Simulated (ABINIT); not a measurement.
# BP (F-43m): one start, several treatments of the self-energy

Aim: compare treatments of exchange, screening and correlation for the gap of BP (F-43m).

Program: ABINIT 10.8.3. Level of theory: PBE and many-body steps on it, plane waves. Results are calculated unless marked as measured.

## (1) Set-up

Symmetry: F-43m, No. 216, cubic system. The conventional cell has a = 4.538 Å, b = 4.538 Å, c = 4.538 Å, α = 90.00°, β = 90.00°, γ = 90.00°. B has 4 P at 1.97 Å nearest. Nearest to P lie 4 B at 1.97 Å. Farther neighbours are not listed.

The cell and positions come from the Crystallography Open Database and are kept as given unless a step says otherwise.

## (2) Empty states on the mesh, 6×6×6 mesh, 209 bands

This step: ABINIT 10.8.3; DFT, PBE, plane waves, norm-conserving pseudopotentials.

The sums over transitions need many empty states on a uniform mesh; this step solves for them.

The input, run.abi:

```
acell 3*1.0 Angstrom
rprim 
  0.000000000000 2.269000000000 2.269000000000
  2.269000000000 0.000000000000 2.269000000000
  2.269000000000 2.269000000000 0.000000000000
ntypat 2
znucl 5 15
natom 2
typat 1 2
xred 
  0.000000000000 0.000000000000 0.000000000000
  0.250000000000 0.250000000000 0.250000000000
pp_dirpath "pseudos"
pseudos "B.upf, P.upf"
ecut 34
ngkpt 6 6 6
nshiftk 1
shiftk 0 0 0
kptopt 1
chksymbreak 0
irdden 1
istwfk *1
nband 209
prtvol 0
optdriver 6
gwr_task "HDIAGO"
paral_kgb 0
occopt 1
indata_prefix "in"
outdata_prefix "out"
tmpdata_prefix "tmp"
```

Started as:

```bash
$ OMP_NUM_THREADS=1 mpirun -n 4 abinit run.abi > log
```

The log of the run:

```text
.Version 10.8.3 of ABINIT. v10.8.2 released Aug 2026.

 Symmetries : space group F-4 3 m (#216); Bravais cF (face-center cubic)
[... echo of the input left out ...]
== DATASET  1 ==================================================================
-   mpi_nproc: 4, omp_nthreads: 1 (-1 if OMP is not activated)

--- !DatasetInfo
iteration_state: {dtset: 1, }
dimensions: {natom: 2, nkpt: 16, mband: 209, nsppol: 1, nspinor: 1, nspden: 1, mpw: 1524, }
cutoff_energies: {ecut:  34.0, pawecutdg:  -1.0, }
[...]
Indirect band gap semiconductor
 Fundamental gap:     1.347 (eV)
   VBM:     7.266 (eV) at k: [ 0.0000E+00,  0.0000E+00,  0.0000E+00]
   CBM:     8.613 (eV) at k: [ 5.0000E-01,  5.0000E-01,  0.0000E+00]
 Direct gap:         3.407 (eV) at k: [ 0.0000E+00,  0.0000E+00,  0.0000E+00]

== END DATASET(S) ==============================================================
================================================================================

 -outvars: echo values of variables after computation  --------
           etotal      0.0000000000E+00
            nband         209
             nkpt          16
          spgroup         216
 [... the other variables as echoed above ...]

 Calculation completed.
```

The job ended after 9.2 s (4 MPI ranks of Intel Xeon Platinum 8488C (Sapphire Rapids), shared host; peak memory 0.79 GiB; 36 s of CPU time).

Numbers from this step:

```
gap                                                           : 1.347 eV
k of the valence top                                          : 0, 0, 0
k of the conduction bottom                                    : 0.5, 0.5, 0
least direct gap                                              : 3.407 eV
k points computed                                             : 16
lowest point of the top converged band, above the valence top : 219.8515 eV
```

On this mesh the gap is 1.347 eV.

The density comes from a self-consistent run that is not shown.

## (3) Screening, 6×6×6 mesh, 201 bands, screening to 304.8 eV

The RPA dielectric matrix is built and inverted for each q.

This step: RPA screening on PBE, plane waves, norm-conserving pseudopotentials.

Changes to run.abi since step 2:

```diff
@@ -20,10 +20,11 @@
 chksymbreak 0
-irdden 1
 istwfk *1
-nband 209
-prtvol 0
-optdriver 6
-gwr_task "HDIAGO"
-paral_kgb 0
 occopt 1
+irdwfk 1
+optdriver 3
+nband 201
+ecuteps 11.2
+inclvkb 2
+awtr 1
+symchi 1
 indata_prefix "in"
```

The log of the run:

```text
.Version 10.8.3 of ABINIT. v10.8.2 released Aug 2026.

 Symmetries : space group F-4 3 m (#216); Bravais cF (face-center cubic)
[... echo of the input left out ...]
== DATASET  1 ==================================================================
-   mpi_nproc: 4, omp_nthreads: 1 (-1 if OMP is not activated)

--- !DatasetInfo
iteration_state: {dtset: 1, }
dimensions: {natom: 2, nkpt: 16, mband: 201, nsppol: 1, nspinor: 1, nspden: 1, mpw: 1524, }
cutoff_energies: {ecut:  34.0, pawecutdg:  -1.0, }
electrons: {nelect:   8.00000000E+00, charge:   0.00000000E+00, occopt:   1.00000000E+00, tsmear:   1.00000000E-02, }

 SCREENING: Calculation of the susceptibility and dielectric matrices

 Based on a program developped by R.W. Godby, V. Olevano, G. Onida, and L. Reining.
 Incorporated in ABINIT by V. Olevano, G.-M. Rignanese, and M. Torrent.
.Using double precision arithmetic ; gwpc =  8

[... cell and pseudopotentials left out ...]
--------------------------------------------------------------------------------

 ==== K-mesh for the wavefunctions ====
 Number of points in the irreducible wedge :    16
[... list of points left out ...]
 Together with 24 symmetry operations and time-reversal symmetry
 yields   216 points in the full Brillouin Zone.

 ==== Q-mesh for the screening function ====
 Number of points in the irreducible wedge :    16
[... list of points left out ...]
 Together with 24 symmetry operations and time-reversal symmetry
 yields   216 points in the full Brillouin Zone.

 setmesh: FFT mesh size selected  =    25x   25x   25
          total number of points  =        15625

 vcoul_init : cutoff-mode = AUXILIARY_FUNCTION
 q-points for optical limit:   1
     1)      0.000010    0.000020    0.000030

- screening: taking advantage of time-reversal symmetry
- Maximum band index for partially occupied states nbvw = 4
- Remaining bands to be divided among processors   nbcw = 197
- Number of bands treated by each node ~49

 Number of electrons calculated from density =    8.0000; Expected =    8.0000
 average of density, n =  0.050741
 r_s =    1.6757
 omega_plasma =   21.7288 [eV]

 calculating chi0 at frequencies [eV] :
  1    0.000000E+00    0.000000E+00
  2    0.000000E+00    2.172879E+01

--------------------------------------------------------------------------------
  q-point number  1        q = ( 0.000000, 0.000000, 0.000000) [r.l.u.]
--------------------------------------------------------------------------------
[... chi0 elements left out ...]
 For q-point:  0.000010 0.000020 0.000030
  dielectric constant =   9.7363
  dielectric constant without local fields =  10.6503

  Average fulfillment of the sum rule on Im[epsilon] for q-point    1 :     95.28  [%]
[... wings left out ...]
  q-point number  2        q = ( 0.166667, 0.000000, 0.000000) [r.l.u.]
--------------------------------------------------------------------------------
[... chi0 elements left out ...]
  Average fulfillment of the sum rule on Im[epsilon] for q-point    2 :     96.06  [%]

 [... 14 further q-points ...]
```

The job ended after 80 s (4 MPI ranks; peak memory 1.4 GiB; 5.3 min of CPU time).

Numbers from this step:

| Item | Value |
| --- | --- |
| ε∞ with local fields, on this mesh, along the program's q direction | 9.736 |
| the same without local fields | 10.65 |
| plasma frequency | 21.73 eV |
| plane waves in the screening matrix | 283 |

Local fields lower ε∞ by 9 %.

## (4) G0W0, Godby-Needs plasmon pole

The self-energy is evaluated for the states that the input lists, and the levels follow from it, in one-shot runs by the linearised quasiparticle equation.

This step: G0W0 on PBE, plane waves, norm-conserving pseudopotentials.

Changes to run.abi since step 3:

```diff
@@ -23,8 +23,17 @@
 irdwfk 1
-optdriver 3
+optdriver 4
 nband 201
+gwcalctyp 0
+ecutsigx 34
+symsigma 1
+nkptgw 2
+kptgw 
+  0.0000000000 0.0000000000 0.0000000000
+  0.5000000000 0.5000000000 0.0000000000
+bdgw 
+  2 7
+  3 6
 ecuteps 11.2
-inclvkb 2
-awtr 1
-symchi 1
+irdscr 1
+ppmodel 1
 indata_prefix "in"
```

The log of the run:

```text
.Version 10.8.3 of ABINIT. v10.8.2 released Aug 2026.

 Symmetries : space group F-4 3 m (#216); Bravais cF (face-center cubic)
[... echo of the input left out ...]
== DATASET  1 ==================================================================
-   mpi_nproc: 4, omp_nthreads: 1 (-1 if OMP is not activated)

--- !DatasetInfo
iteration_state: {dtset: 1, }
dimensions: {natom: 2, nkpt: 16, mband: 201, nsppol: 1, nspinor: 1, nspden: 1, mpw: 1524, }
cutoff_energies: {ecut:  34.0, pawecutdg:  -1.0, }
electrons: {nelect:   8.00000000E+00, charge:   0.00000000E+00, occopt:   1.00000000E+00, tsmear:   1.00000000E-02, }

 SIGMA: Calculation of the GW corrections

 Based on a program developped by R.W. Godby, V. Olevano, G. Onida, and L. Reining.
 Incorporated in ABINIT by V. Olevano, G.-M. Rignanese, and M. Torrent.
.Using double precision arithmetic ; gwpc =  8

[... cell and pseudopotentials left out ...]
--------------------------------------------------------------------------------

 ==== K-mesh for the wavefunctions ====
 Number of points in the irreducible wedge :    16
[... list of points left out ...]
 Together with 24 symmetry operations and time-reversal symmetry
 yields   216 points in the full Brillouin Zone.

 ==== Q-mesh for screening function ====
 Number of points in the irreducible wedge :    16
[... list of points left out ...]
 Together with 24 symmetry operations and time-reversal symmetry
 yields   216 points in the full Brillouin Zone.

 vcoul_init : cutoff-mode = AUXILIARY_FUNCTION
 q-points for optical limit:   1
     1)      0.000010    0.000020    0.000030
 setmesh: FFT mesh size selected  =    32x   32x   32
          total number of points  =        32768

 Number of electrons calculated from density =    8.0000; Expected =    8.0000
 average of density, n =  0.050741
 r_s =    1.6757
 omega_plasma =   21.7288 [eV]

 === KS Band Gaps ===
  >>>> For spin  1
   Minimum direct gap =   3.4068 [eV], located at k-point      :   0.0000  0.0000  0.0000
   Fundamental gap    =   1.3473 [eV], Top of valence bands at :   0.0000  0.0000  0.0000
                                       Bottom of conduction at :   0.5000  0.5000  0.0000
 SIGMA fundamental parameters:
 PLASMON POLE MODEL  1
 number of plane-waves for SigmaX                 1459
 number of plane-waves for SigmaC and W            283
 number of plane-waves for wavefunctions          1459
 number of bands                                   201
 number of independent spin polarizations            1
 number of spinorial components                      1
 number of k-points in IBZ                          16
 number of q-points in IBZ                          16
 number of symmetry operations                      24
 number of k-points in BZ                          216
 number of q-points in BZ                          216
 number of frequencies for dSigma/dE                 9
 frequency step for dSigma/dE [eV]                0.25
 number of omega for Sigma on real axis              0
 max omega for Sigma on real axis  [eV]           0.00
 zcut for avoiding poles [eV]                     0.10

 EPSILON^-1 parameters (SCR file):
 dimension of the eps^-1 matrix on file            283
 dimension of the eps^-1 matrix used               283
 number of plane-waves for wavefunctions          1459
 number of bands                                   201
 number of q-points in IBZ                          16
 number of frequencies                               2
 number of real frequencies                          1
 number of imag frequencies                          1

 matrix elements of self-energy operator (all in [eV])

 Perturbative Calculation

--- !SelfEnergy_ee
iteration_state: {dtset: 1, }
kpoint     : [   0.000,    0.000,    0.000, ]
spin       : 1
KS_gap     :    3.407
QP_gap     :    4.288
Delta_QP_KS:    0.881
data: !SigmaeeData |
     Band     E0 <VxcDFT>   SigX SigC(E0)      Z dSigC/dE  Sig(E)    E-E0       E
        2   7.266 -13.300 -15.048   0.870   0.791  -0.264 -13.995  -0.695   6.571
        3   7.266 -13.300 -15.048   0.870   0.791  -0.264 -13.995  -0.695   6.571
        4   7.266 -13.300 -15.048   0.870   0.791  -0.264 -13.995  -0.695   6.571
        5  10.672 -12.025  -7.238  -4.553   0.793  -0.261 -11.839   0.186  10.859
        6  10.672 -12.025  -7.238  -4.553   0.793  -0.261 -11.839   0.186  10.859
        7  10.672 -12.025  -7.238  -4.553   0.793  -0.261 -11.839   0.186  10.859

--- !SelfEnergy_ee
iteration_state: {dtset: 1, }
kpoint     : [   0.500,    0.500,    0.000, ]
spin       : 1
KS_gap     :    5.461
QP_gap     :    6.361
Delta_QP_KS:    0.900
data: !SigmaeeData |
     Band     E0 <VxcDFT>   SigX SigC(E0)      Z dSigC/dE  Sig(E)    E-E0       E
        3   3.152 -12.497 -15.992   2.379   0.772  -0.295 -13.359  -0.862   2.290
        4   3.152 -12.497 -15.992   2.379   0.772  -0.295 -13.359  -0.862   2.290
        5   8.613 -10.826  -6.523  -4.256   0.804  -0.243 -10.788   0.038   8.651
        6   8.933 -10.680  -6.271  -4.296   0.809  -0.236 -10.589   0.091   9.024

== END DATASET(S) ==============================================================
================================================================================

 -outvars: echo values of variables after computation  --------
           etotal      0.0000000000E+00
            nband         201
             nkpt          16
          spgroup         216
 [... the other variables as echoed above ...]

 Calculation completed.
```

Elapsed: 35 s, on 4 MPI ranks; peak memory 1.5 GiB; 2.3 min of CPU time.

Numbers from this step:

* G0W0 gap on the points computed: 2.08 eV
* starting gap on the mesh: 1.347 eV
* k of the valence top: 0, 0, 0
* k of the conduction bottom: 0.5, 0.5, 0
* Z at the valence top: 0.791
* Z at the conduction bottom: 0.804
* least direct G0W0 gap on the computed points: 4.288 eV

The gap on the mesh goes from 1.35 eV to 2.08 eV, a correction of +0.73 eV.

## (5) G0W0, Hybertsen-Louie plasmon pole

Changes to run.abi since step 4:

```diff
@@ -37,3 +37,3 @@
 irdscr 1
-ppmodel 1
+ppmodel 2
 indata_prefix "in"
```

The log of the run:

```text
.Version 10.8.3 of ABINIT. v10.8.2 released Aug 2026.

 Symmetries : space group F-4 3 m (#216); Bravais cF (face-center cubic)
[... echo of the input left out ...]
== DATASET  1 ==================================================================
-   mpi_nproc: 4, omp_nthreads: 1 (-1 if OMP is not activated)

--- !DatasetInfo
iteration_state: {dtset: 1, }
dimensions: {natom: 2, nkpt: 16, mband: 201, nsppol: 1, nspinor: 1, nspden: 1, mpw: 1524, }
cutoff_energies: {ecut:  34.0, pawecutdg:  -1.0, }
electrons: {nelect:   8.00000000E+00, charge:   0.00000000E+00, occopt:   1.00000000E+00, tsmear:   1.00000000E-02, }

 SIGMA: Calculation of the GW corrections

 Based on a program developped by R.W. Godby, V. Olevano, G. Onida, and L. Reining.
 Incorporated in ABINIT by V. Olevano, G.-M. Rignanese, and M. Torrent.
.Using double precision arithmetic ; gwpc =  8

[... cell and pseudopotentials left out ...]
--------------------------------------------------------------------------------

 ==== K-mesh for the wavefunctions ====
 Number of points in the irreducible wedge :    16
[... list of points left out ...]
 Together with 24 symmetry operations and time-reversal symmetry
 yields   216 points in the full Brillouin Zone.

 ==== Q-mesh for screening function ====
 Number of points in the irreducible wedge :    16
[... list of points left out ...]
 Together with 24 symmetry operations and time-reversal symmetry
 yields   216 points in the full Brillouin Zone.

 vcoul_init : cutoff-mode = AUXILIARY_FUNCTION
 q-points for optical limit:   1
     1)      0.000010    0.000020    0.000030
 setmesh: FFT mesh size selected  =    32x   32x   32
          total number of points  =        32768

 Number of electrons calculated from density =    8.0000; Expected =    8.0000
[...]
number of omega for Sigma on real axis              0
 max omega for Sigma on real axis  [eV]           0.00
 zcut for avoiding poles [eV]                     0.10

 EPSILON^-1 parameters (SCR file):
 dimension of the eps^-1 matrix on file            283
 dimension of the eps^-1 matrix used               283
 number of plane-waves for wavefunctions          1459
 number of bands                                   201
 number of q-points in IBZ                          16
 number of frequencies                               2
 number of real frequencies                          1
 number of imag frequencies                          1

 matrix elements of self-energy operator (all in [eV])

 Perturbative Calculation

--- !SelfEnergy_ee
iteration_state: {dtset: 1, }
kpoint     : [   0.000,    0.000,    0.000, ]
spin       : 1
KS_gap     :    3.407
QP_gap     :    4.377
Delta_QP_KS:    0.970
data: !SigmaeeData |
     Band     E0 <VxcDFT>   SigX SigC(E0)      Z dSigC/dE  Sig(E)    E-E0       E
        2   7.266 -13.300 -15.048   0.442   0.810  -0.235 -14.358  -1.059   6.207
        3   7.266 -13.300 -15.048   0.442   0.810  -0.235 -14.358  -1.059   6.207
        4   7.266 -13.300 -15.048   0.442   0.810  -0.235 -14.358  -1.059   6.207
[...]
--- !SelfEnergy_ee
iteration_state: {dtset: 1, }
kpoint     : [   0.500,    0.500,    0.000, ]
spin       : 1
KS_gap     :    5.461
QP_gap     :    6.472
Delta_QP_KS:    1.011
data: !SigmaeeData |
     Band     E0 <VxcDFT>   SigX SigC(E0)      Z dSigC/dE  Sig(E)    E-E0       E
[...]
5   8.613 -10.826  -6.523  -4.598   0.821  -0.218 -11.068  -0.242   8.371
        6   8.933 -10.680  -6.271  -4.621   0.825  -0.212 -10.856  -0.176   8.757

== END DATASET(S) ==============================================================
================================================================================

 -outvars: echo values of variables after computation  --------
           etotal      0.0000000000E+00
            nband         201
             nkpt          16
          spgroup         216
 [... the other variables as echoed above ...]

 Calculation completed.
```

The job ended after 35 s (4 MPI ranks; peak memory 1.4 GiB).

This step gave:

| Quantity | Value |
| --- | --- |
| G0W0 gap on the points computed | 2.164 eV |
| starting gap on the mesh | 1.347 eV |
| k of the valence top | 0, 0, 0 |
| k of the conduction bottom | 0.5, 0.5, 0 |
| Z at the valence top | 0.81 |
| Z at the conduction bottom | 0.821 |
| least direct G0W0 gap on the computed points | 4.377 eV |

Against G0W0 in ABINIT (6×6×6 mesh, 201 bands, screening to 304.8 eV, Godby-Needs plasmon pole), the gap moves by +0.084 eV.

## (6) G0W0, von der Linden-Horsch plasmon pole

Changes to run.abi since step 5:

```diff
@@ -37,3 +37,3 @@
 irdscr 1
-ppmodel 2
+ppmodel 3
 indata_prefix "in"
```

The log of the run:

```text
.Version 10.8.3 of ABINIT. v10.8.2 released Aug 2026.

 Symmetries : space group F-4 3 m (#216); Bravais cF (face-center cubic)
[... echo of the input left out ...]
== DATASET  1 ==================================================================
-   mpi_nproc: 4, omp_nthreads: 1 (-1 if OMP is not activated)

--- !DatasetInfo
iteration_state: {dtset: 1, }
dimensions: {natom: 2, nkpt: 16, mband: 201, nsppol: 1, nspinor: 1, nspden: 1, mpw: 1524, }
cutoff_energies: {ecut:  34.0, pawecutdg:  -1.0, }
[...]
Band     E0 <VxcDFT>   SigX SigC(E0)      Z dSigC/dE  Sig(E)    E-E0       E
[...]
5   8.613 -10.826  -6.523  -4.658   0.825  -0.212 -11.119  -0.293   8.320
        6   8.933 -10.680  -6.271  -4.698   0.829  -0.206 -10.920  -0.240   8.693

== END DATASET(S) ==============================================================
================================================================================

 -outvars: echo values of variables after computation  --------
           etotal      0.0000000000E+00
            nband         201
             nkpt          16
          spgroup         216
 [... the other variables as echoed above ...]

 Calculation completed.
```

The job ended after 16 s (4 MPI ranks; peak memory 1.4 GiB; 64 s of CPU time).

This step gave:

```
G0W0 gap on the points computed              : 2.091 eV
starting gap on the mesh                     : 1.347 eV
k of the valence top                         : 0, 0, 0
k of the conduction bottom                   : 0.5, 0.5, 0
least direct G0W0 gap on the computed points : 4.331 eV
```

Against G0W0 in ABINIT (6×6×6 mesh, 201 bands, screening to 304.8 eV, Godby-Needs plasmon pole), the gap moves by +0.011 eV.

(Part 1 of 2 ends here.)

[Paths, hosts, dates, memory and timing lines, banners, echoed tables and standing remarks are left out of the program output.]

[Logs are printed without paths, hosts, clocks, repeated set-up lines and the standing remarks that a program may print on its own settings, such as how far it seeks lower states.]

[Runs of the session that timed out or met a known fault of the program may be left out.]

[Hosts, paths, dates, database ids (printed as entryN), source tags and the programs' standing remarks are cut or masked in the printed files.]

[G0W0 gaps are taken among the corrected bands and points alone; a level outside them can change the order at an edge.]

[Where Ansatz stands beside ABINIT at settings called matched, ABINIT's density can come from a denser mesh and the files from another edition; pairs whose starting gaps differed by over 0.03 eV were left out, so agreement reads better than it is.]
